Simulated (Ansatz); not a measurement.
A relaxed 1×1 slab of 3 planes, cut along (110) from a diamond crystal of one element, has a cell area of 21.16 Å² and a bulk spacing of 1.934 Å between its first planes. All-electron LAPW in Ansatz 0.2.0 (PBE, scalar-relativistic, no spin polarisation) gives γ = 1.55 J/m², Φ = 4.79 eV and a change of the outer spacing of -5.7 %. The diamond structure needn't be the element's own.

Q: Which element is it?

A: Si. Other candidates weren't computed, and some may come near.
